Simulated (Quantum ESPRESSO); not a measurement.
# Rh (Fm-3m) in Quantum ESPRESSO: further runs

Aim: see how the results for Rh move with the level of theory and the settings. Levels: PBEsol, LDA. Tasks: band structure, single point, equation of state.

Program: Quantum ESPRESSO 7.5. These are calculated values, not measurements. Logs are shortened: lines on timing, memory, paths and dates and some standing lists are left out, and cuts for length are marked.

**The experiment to reproduce.**

From “Thermal equation of state of rhodium characterized by XRD in a resistively heated diamond anvil cell”, 2024, pmc:11535440, for a bulk crystal of Rh: bulk modulus 264 ± 1 GPa.

The runs below are set against these values where they give the same quantity.

## Step 1: The crystal as given

It takes space group Fm-3m (No. 225, cubic). Conventional cell: a = 3.796 Å, b = 3.796 Å, c = 3.796 Å, α = 90.00°, β = 90.00°, γ = 90.00°. Rh (site symmetry m-3m) is surrounded by 12 Rh at 2.68 Å.

## Step 2: Band structure, PBEsol

pw.in

```
&CONTROL
  calculation = 'scf'
  prefix = 'pwscf'
  outdir = './tmp'
  pseudo_dir = './pseudo'
  tprnfor = .true.
  tstress = .true.
  disk_io = 'low'
/
&SYSTEM
  ibrav = 0
  nat = 1
  ntyp = 1
  ecutwfc = 45
  ecutrho = 360
  nbnd = 13
  occupations = 'smearing'
  smearing = 'fd'
  degauss = 0.00367493
/
&ELECTRONS
  conv_thr = 2d-10
  electron_maxstep = 120
  mixing_beta = 0.5
/
ATOMIC_SPECIES
Rh   102.9055 rh_pbesol_v1.4.uspp.F.UPF
CELL_PARAMETERS angstrom
   0.0000000000    1.8978500000    1.8978500000
   1.8978500000    0.0000000000    1.8978500000
   1.8978500000    1.8978500000    0.0000000000
ATOMIC_POSITIONS crystal
Rh     0.0000000000    0.0000000000    0.0000000000
K_POINTS automatic
12 12 12 0 0 0
```

bands.in

```
&CONTROL
  calculation = 'bands'
  prefix = 'pwscf'
  outdir = './tmp'
  pseudo_dir = './pseudo'
  disk_io = 'low'
  verbosity = 'high'
/
&SYSTEM
  ibrav = 0
  nat = 1
  ntyp = 1
  ecutwfc = 45
  ecutrho = 360
  nbnd = 13
  occupations = 'smearing'
  smearing = 'fd'
  degauss = 0.00367493
/
&ELECTRONS
  conv_thr = 1d-08
  electron_maxstep = 120
  mixing_beta = 0.5
  diago_full_acc = .true.
  startingwfc = 'random'
/
ATOMIC_SPECIES
Rh   102.9055 rh_pbesol_v1.4.uspp.F.UPF
CELL_PARAMETERS angstrom
   0.0000000000    1.8978500000    1.8978500000
   1.8978500000    0.0000000000    1.8978500000
   1.8978500000    1.8978500000    0.0000000000
ATOMIC_POSITIONS crystal
Rh     0.0000000000    0.0000000000    0.0000000000
K_POINTS crystal
60
 0.0000000000  0.0000000000  0.0000000000 1
 0.0625000000  0.0000000000  0.0625000000 1
 0.1250000000  0.0000000000  0.1250000000 1
 0.1875000000  0.0000000000  0.1875000000 1
 0.2500000000  0.0000000000  0.2500000000 1
 0.3125000000  0.0000000000  0.3125000000 1
 0.3750000000  0.0000000000  0.3750000000 1
 0.4375000000  0.0000000000  0.4375000000 1
 0.5000000000  0.0000000000  0.5000000000 1
 0.5000000000  0.0625000000  0.5625000000 1
 0.5000000000  0.1250000000  0.6250000000 1
 0.5000000000  0.1875000000  0.6875000000 1
 0.5000000000  0.2500000000  0.7500000000 1
 0.4375000000  0.3125000000  0.7500000000 1
 0.3750000000  0.3750000000  0.7500000000 1
 0.3375000000  0.3375000000  0.6750000000 1
 0.3000000000  0.3000000000  0.6000000000 1
 0.2625000000  0.2625000000  0.5250000000 1
 0.2250000000  0.2250000000  0.4500000000 1
 0.1875000000  0.1875000000  0.3750000000 1
 0.1500000000  0.1500000000  0.3000000000 1
 0.1125000000  0.1125000000  0.2250000000 1
 0.0750000000  0.0750000000  0.1500000000 1
 0.0375000000  0.0375000000  0.0750000000 1
 0.0000000000  0.0000000000  0.0000000000 1
 0.0625000000  0.0625000000  0.0625000000 1
 0.1250000000  0.1250000000  0.1250000000 1
 0.1875000000  0.1875000000  0.1875000000 1
 0.2500000000  0.2500000000  0.2500000000 1
 0.3125000000  0.3125000000  0.3125000000 1
 0.3750000000  0.3750000000  0.3750000000 1
 0.4375000000  0.4375000000  0.4375000000 1
 0.5000000000  0.5000000000  0.5000000000 1
 0.5250000000  0.4500000000  0.5250000000 1
 0.5500000000  0.4000000000  0.5500000000 1
 0.5750000000  0.3500000000  0.5750000000 1
 0.6000000000  0.3000000000  0.6000000000 1
 0.6250000000  0.2500000000  0.6250000000 1
 0.5833333333  0.2500000000  0.6666666667 1
 0.5416666667  0.2500000000  0.7083333333 1
 0.5000000000  0.2500000000  0.7500000000 1
 0.5000000000  0.2857142857  0.7142857143 1
 0.5000000000  0.3214285714  0.6785714286 1
 0.5000000000  0.3571428571  0.6428571429 1
 0.5000000000  0.3928571429  0.6071428571 1
 0.5000000000  0.4285714286  0.5714285714 1
 0.5000000000  0.4642857143  0.5357142857 1
 0.5000000000  0.5000000000  0.5000000000 1
 0.4821428571  0.4821428571  0.5357142857 1
 0.4642857143  0.4642857143  0.5714285714 1
 0.4464285714  0.4464285714  0.6071428571 1
 0.4285714286  0.4285714286  0.6428571429 1
 0.4107142857  0.4107142857  0.6785714286 1
 0.3928571429  0.3928571429  0.7142857143 1
 0.3750000000  0.3750000000  0.7500000000 1
 0.6250000000  0.2500000000  0.6250000000 1
 0.5937500000  0.1875000000  0.5937500000 1
 0.5625000000  0.1250000000  0.5625000000 1
 0.5312500000  0.0625000000  0.5312500000 1
 0.5000000000  0.0000000000  0.5000000000 1
```

Potentials or basis: GBRV 1.5 PBEsol.

Command:

```
$ OMP_NUM_THREADS=1 mpirun -n 2 pw.x -nk 2 -in pw.in > pw.out
$ OMP_NUM_THREADS=1 mpirun -n 2 pw.x -nk 2 -in bands.in > bands.out
```

pw.out:

```text
This program is part of the open-source Quantum ESPRESSO suite
     for quantum simulation of materials; please cite
[... 6 lines left out ...]
     using ibrav=0 with symmetry is DISCOURAGED, use correct ibrav instead

     K-points division:     npool     =       2
     Subspace diagonalization in iterative solution of the eigenvalue problem:
     a serial algorithm will be used

     G-vector sticks info
     --------------------
     sticks:   dense  smooth     PW     G-vecs:    dense   smooth      PW
     Sum         649     313    109                10777     3719     749

     Using Slab Decomposition

     bravais-lattice index     =            0
     lattice parameter (alat)  =       5.0720  a.u.
     unit-cell volume          =      92.2597 (a.u.)^3
     number of atoms/cell      =            1
     number of atomic types    =            1
     number of electrons       =        15.00
     number of Kohn-Sham states=           13
     kinetic-energy cutoff     =      45.0000  Ry
     charge density cutoff     =     360.0000  Ry
     scf convergence threshold =      2.0E-10
     mixing beta               =       0.5000
     number of iterations used =            8  plain     mixing
     Exchange-correlation= SLA  PW   PSX  PSC
                           (   1   4  10   8   0   0   0)

     celldm(1)=   5.071959  celldm(2)=   0.000000  celldm(3)=   0.000000
     celldm(4)=   0.000000  celldm(5)=   0.000000  celldm(6)=   0.000000

     crystal axes: (cart. coord. in units of alat)
               a(1) = (   0.000000   0.707107   0.707107 )
               a(2) = (   0.707107   0.000000   0.707107 )
               a(3) = (   0.707107   0.707107   0.000000 )

     reciprocal axes: (cart. coord. in units 2 pi/alat)
               b(1) = ( -0.707107  0.707107  0.707107 )
               b(2) = (  0.707107 -0.707107  0.707107 )
               b(3) = (  0.707107  0.707107 -0.707107 )

     PseudoPot. # 1 for Rh read from file:
     rh_pbesol_v1.4.uspp.F.UPF
     Pseudo is Ultrasoft + core correction, Zval = 15.0
     Generated by new atomic code, or converted to UPF format
     Using radial grid of  969 points,  7 beta functions with:
                l(1) =   0
                l(2) =   0
                l(3) =   1
                l(4) =   1
                l(5) =   2
                l(6) =   2
                l(7) =   2
     Q(r) pseudized with  8 coefficients,  rinner =    1.200   1.200   1.200
                                                       1.200   1.200

     atomic species   valence    mass     pseudopotential
     Rh               15.00   102.90550     Rh( 1.00)

     48 Sym. Ops., with inversion, found

   Cartesian axes

     site n.     atom                  positions (alat units)
         1        Rh     tau(   1) = (   0.0000000   0.0000000   0.0000000  )

     number of k points=    72  Fermi-Dirac smearing, width (Ry)=  0.0037
                       cart. coord. in units 2pi/alat
        k(    1) = (   0.0000000   0.0000000   0.0000000), wk =   0.0011574
        k(    2) = (   0.0589256   0.0589256  -0.0589256), wk =   0.0092593
        k(    3) = (   0.1178511   0.1178511  -0.1178511), wk =   0.0092593
        k(    4) = (   0.1767767   0.1767767  -0.1767767), wk =   0.0092593
        k(    5) = (   0.2357023   0.2357023  -0.2357023), wk =   0.0092593
        k(    6) = (   0.2946278   0.2946278  -0.2946278), wk =   0.0092593
[... 64 lines left out ...]
        k(   71) = (  -0.7071068   0.2357023   0.0000000), wk =   0.0138889
        k(   72) = (  -0.7071068   0.3535534   0.0000000), wk =   0.0069444

     Dense  grid:    10777 G-vectors     FFT dimensions: (  32,  32,  32)

     Smooth grid:     3719 G-vectors     FFT dimensions: (  24,  24,  24)

     Initial potential from superposition of free atoms

     starting charge      14.4999, renormalised to      15.0000

     negative rho (up, down):  5.565E-02 0.000E+00
     Starting wfcs are   12 randomized atomic wfcs +    1 random wfcs

     Self-consistent Calculation

[... 25 lines left out ...]

   -25.3352 -25.1106 -25.0047  15.6815  17.3980  18.5756  19.2508  19.5455
    21.6602  37.5349  38.9944  43.5549  43.7289

          k = 0.3536 0.0000 0.0000 (   480 PWs)   bands (ev):

   -25.3276 -25.0998 -25.0998  15.6417  16.6368  19.4229  19.9027  19.9027
    21.1268  39.9924  40.3865  40.3865  41.5960

          k = 0.4125 0.0589-0.0589 (   465 PWs)   bands (ev):
[... 21 lines left out ...]
   -25.5419 -25.3368 -25.1022  16.5917  17.4323  18.1829  19.5424  20.9920
    26.1340  32.1318  35.2178  40.9859  42.2381

          k = 0.0000-0.3536 0.3536 (   481 PWs)   bands (ev):

   -25.5015 -25.2791 -25.0654  16.8997  17.4328  17.8655  19.4714  20.2763
    24.4481  34.7968  35.5033  41.0939  44.5476

          k = 0.4714 0.0000-0.0000 (   472 PWs)   bands (ev):
[... 31 lines left out ...]
   -25.6442 -25.2536 -25.2252  15.1584  15.5213  21.4476  21.6783  22.2672
    25.1841  33.8536  34.4434  35.4404  44.2241

          k = 0.0000-0.5893 0.5893 (   466 PWs)   bands (ev):

   -25.6124 -25.3196 -25.2099  15.4067  15.9031  20.3645  21.2868  22.1019
    27.3044  32.0297  33.6443  36.3698  43.6465

          k =-0.7071 0.0000 0.0000 (   468 PWs)   bands (ev):

   -25.6683 -25.2366 -25.2366  14.9806  15.3524  21.9474  22.3851  22.3851
    24.5906  33.6615  34.8403  34.8403  44.3453

          k = 0.2357 0.1179 0.0000 (   473 PWs)   bands (ev):

   -25.2160 -25.0521 -25.0060  14.9338  17.4364  18.7734  19.0236  19.7633
    20.8680  39.2250  39.6872  42.8239  44.2794

          k = 0.2946 0.1768-0.0589 (   477 PWs)   bands (ev):
[... 16 lines left out ...]
   -25.6646 -25.1640 -25.0934  15.7381  17.6684  18.7330  19.5564  21.8581
    25.1032  29.8916  37.9514  40.5642  42.4957

          k = 0.3536 0.1179 0.0000 (   475 PWs)   bands (ev):

   -25.3703 -25.1240 -25.0762  15.9140  16.7709  18.6422  19.8954  20.2773
    21.5741  38.0975  39.2309  41.2877  42.7571

          k = 0.4125 0.1768-0.0589 (   468 PWs)   bands (ev):
[... 21 lines left out ...]
   -25.5279 -25.2542 -25.0840  16.6100  17.5665  17.7475  19.5931  20.7695
    24.4599  33.7062  36.6527  40.1166  44.7303

          k = 0.0000-0.2357 0.3536 (   472 PWs)   bands (ev):

   -25.4464 -25.1899 -25.0516  16.5452  17.1060  18.0341  19.8181  19.9479
    22.9030  36.2071  37.4830  41.2417  44.5641

          k = 0.4714 0.1179-0.0000 (   469 PWs)   bands (ev):
[... 36 lines left out ...]
   -25.5365 -25.3998 -25.1958  15.9422  16.6118  18.9521  20.5716  21.9609
    29.4512  30.2963  33.4185  36.8491  43.9567

          k =-0.7071 0.1179-0.0000 (   464 PWs)   bands (ev):

   -25.6400 -25.2662 -25.2386  15.2408  15.6011  20.9726  21.5779  22.3859
    26.2023  33.4111  34.3851  34.5448  44.9086

          k =-0.2357-0.4714 0.7071 (   467 PWs)   bands (ev):
[... 21 lines left out ...]
   -25.5141 -25.3994 -25.2201  16.2645  16.9101  18.1930  20.3215  22.1722
    29.3225  31.1141  33.9376  35.0621  45.9518

          k = 0.0000-0.3536 0.5893 (   470 PWs)   bands (ev):

   -25.4832 -25.4317 -25.1991  16.5130  17.4020  17.5440  20.1762  21.9418
    28.7582  31.7409  33.3648  36.1592  45.9613

          k =-0.7071 0.2357 0.0000 (   470 PWs)   bands (ev):

   -25.5624 -25.3465 -25.2426  15.8765  16.3358  19.1057  20.7129  22.3876
    28.6312  32.9166  33.0478  34.2027  45.9018

          k =-0.7071 0.3536 0.0000 (   464 PWs)   bands (ev):

   -25.4551 -25.4551 -25.2446  16.2966  17.5229  17.5229  20.1738  22.3885
    31.0216  31.0216  32.7008  34.0828  47.7925

     the Fermi energy is    21.4095 ev

!    total energy              =    -171.16095082 Ry
     estimated scf accuracy    <          1.4E-10 Ry
     smearing contrib. (-TS)   =      -0.00060068 Ry
     internal energy E=F+TS    =    -171.16035014 Ry

     The total energy is F=E-TS. E is the sum of the following terms:
     one-electron contribution =     -22.28234301 Ry
     hartree contribution      =      24.71930962 Ry
     xc contribution           =     -29.77772667 Ry
     ewald contribution        =    -143.81959008 Ry

     convergence has been achieved in   7 iterations

     negative rho (up, down):  5.787E-02 0.000E+00

     Forces acting on atoms (cartesian axes, Ry/au):

     atom    1 type  1   force =     0.00000000    0.00000000    0.00000000

     Total force =     0.000000     Total SCF correction =     0.000000

     Computing stress (Cartesian axis) and pressure

     negative rho (up, down):  5.787E-02 0.000E+00
          total   stress  (Ry/bohr**3)                   (kbar)     P=      -30.42
  -0.00020679   0.00000000   0.00000000          -30.42        0.00        0.00
   0.00000000  -0.00020679   0.00000000            0.00      -30.42        0.00
   0.00000000   0.00000000  -0.00020679            0.00        0.00      -30.42

=------------------------------------------------------------------------------=
   JOB DONE.
=------------------------------------------------------------------------------=
```

Wall time 6.6 s (2 MPI ranks of Arm Neoverse V2, shared host); peak memory 0.18 GiB.

What came out:

| Item | Value |
| --- | --- |
| Free energy | -2328.7634 eV |
| Pressure | -3.0 GPa |
| Band gap on the k mesh | none (metal or under the smearing width) |

Levels at the corners of the path, in eV from the Fermi level:
```
point  band 3  band 4  band 5  band 6  band 7  band 8  band 9  band 10  band 11  band 12
    Γ  -46.37   -8.13   -3.15   -3.15   -3.15   -1.02   -1.02    16.50    22.00    22.00
    X  -46.65   -6.43   -6.06    0.54    0.98    0.98    3.18    12.25    13.43    13.43
    W  -46.65   -5.11   -3.89   -3.89   -1.24    0.98    9.61     9.61    11.29    12.67
    K  -46.59   -5.61   -4.86   -2.13   -0.71    0.36    7.84     8.61    12.05    16.62
    Γ  -46.37   -8.13   -3.15   -3.15   -3.15   -1.02   -1.02    16.50    22.00    22.00
    L  -46.47   -6.24   -3.22   -3.22    0.56    0.56    0.62     8.61    15.91    21.73
    U  -46.59   -5.61   -4.86   -2.13   -0.71    0.36    7.84     8.61    12.05    16.62
    W  -46.65   -5.11   -3.89   -3.89   -1.24    0.98    9.61     9.61    11.29    12.67
    L  -46.47   -6.24   -3.22   -3.22    0.56    0.56    0.62     8.61    15.91    21.73
    K  -46.59   -5.61   -4.86   -2.13   -0.71    0.36    7.84     8.61    12.05    16.62
    U  -46.59   -5.61   -4.86   -2.13   -0.71    0.36    7.84     8.61    12.05    16.62
    X  -46.65   -6.43   -6.06    0.54    0.98    0.98    3.18    12.25    13.43    13.43
```

## Step 3: Single point, LDA, 12.85 Å³/atom

Edit pw.in of step 2 so:

```diff
@@ -7,3 +7,3 @@
   tstress = .true.
-  disk_io = 'low'
+  disk_io = 'nowf'
 /
@@ -26,7 +26,7 @@
 ATOMIC_SPECIES
-Rh   102.9055 rh_pbesol_v1.4.uspp.F.UPF
+Rh   102.9055 rh_lda_v1.4.uspp.F.UPF
 CELL_PARAMETERS angstrom
-   0.0000000000    1.8978500000    1.8978500000
-   1.8978500000    0.0000000000    1.8978500000
-   1.8978500000    1.8978500000    0.0000000000
+   0.0000000000    1.8591074964    1.8591074964
+   1.8591074964    0.0000000000    1.8591074964
+   1.8591074964    1.8591074964    0.0000000000
 ATOMIC_POSITIONS crystal
```

Potentials or basis: GBRV 1.5 LDA.

Command:

```
$ OMP_NUM_THREADS=1 mpirun -n 2 pw.x -nk 2 -in pw.in > pw.out
```

It took 3.9 s on 2 MPI ranks of Arm Neoverse V2, shared host; peak memory 0.18 GiB.

It converged, with:

| Property | Result |
| --- | --- |
| Free energy | -2331.2604 eV |
| Pressure | 10.9 GPa |
| Band gap on the k mesh | none (metal or under the smearing width) |

[end of part 1 of 2]
